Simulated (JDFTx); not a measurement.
The system is TiTe2.

```
CELL_PARAMETERS angstrom
3.77700 0.00000 0.00000
-1.88850 3.27098 0.00000
0.00000 0.00000 6.49800
ATOMIC_POSITIONS crystal
Te 0.33333 0.66667 0.73720
Te 0.66667 0.33333 0.26280
Ti 0.00000 0.00000 0.00000
```

| Quantity | Value |
| --- | --- |
| Program | JDFTx 1.7.0 (patched build) |
| Task | relaxation of cell and atoms |
| Functional | PBE |
| Potentials or basis | PseudoDojo-SR-PBE-0.4.1-standard (Te) + PseudoDojo-SR-PBE-0.5-standard (Ti) with smoothed tails |
| Cutoff | 1143 eV |
| Density cutoff | 9143 eV |
| k mesh | 4 × 4 × 2 |
| Occupations | fermi-dirac, width 0.05 eV |
| Spin | no spin polarisation |

At the start: pressure 1.1 GPa; volume 26.76 Å³/atom.

How do energy, volume and symmetry change on relaxing?

Over 16 steps the energy falls by 3.7 meV/atom and the volume is 27.89 Å³/atom (+4.2 %); space group P-3m1 (No. 164, to 0.05 Å).

Step by step:
| step | energy change (eV) | largest force (eV/Å) | pressure (GPa) | volume (Å³) |
| --- | --- | --- | --- | --- |
| 1 | 0.0000 | 0.0092 | 1.08 | 80.28 |
| 2 | -0.0014 | 0.0170 | 0.89 | 80.50 |
| 3 | -0.0043 | 0.0687 | 0.44 | 81.13 |
| 4 | -0.0072 | 0.0924 | -0.09 | 82.20 |
| 5 | -0.0086 | 0.0626 | -0.40 | 83.31 |
| 6 | -0.0092 | 0.1304 | 0.39 | 83.57 |
| 7 | -0.0099 | 0.0226 | -0.24 | 83.43 |
| 8 | -0.0105 | 0.0071 | -0.06 | 83.34 |
| 9 | -0.0107 | 0.0041 | -0.02 | 83.25 |
| 10 | -0.0109 | 0.0071 | 0.03 | 83.17 |
| 11 | -0.0110 | 0.0221 | -0.05 | 83.31 |
| 12 | -0.0110 | 0.0271 | -0.09 | 83.54 |
| 13 | -0.0111 | 0.0227 | -0.08 | 83.62 |
| 14 | -0.0111 | 0.0082 | -0.04 | 83.67 |
| 15 | -0.0111 | 0.0026 | -0.02 | 83.68 |
| 16 | -0.0111 | 0.0024 | 0.00 | 83.68 |

Final structure:
```yaml
crystal:
  lattice:
    - [3.79543, 0.00000, 0.00000]
    - [-1.89772, 3.28694, 0.00000]
    - [0.00000, 0.00000, 6.70727]
  atoms:
    - { symbol: Te, position: [0.33333, 0.66667, 0.74451] }
    - { symbol: Te, position: [0.66667, 0.33333, 0.25549] }
    - { symbol: Ti, position: [0.00000, 0.00000, 0.00000] }
```

Caveat: the k mesh is coarse (spacing up to 0.48 Å⁻¹), so the values aren't converged; this functional lacks dispersion, which binds the layers, so the pressure and a relaxed spacing across them are unreliable.
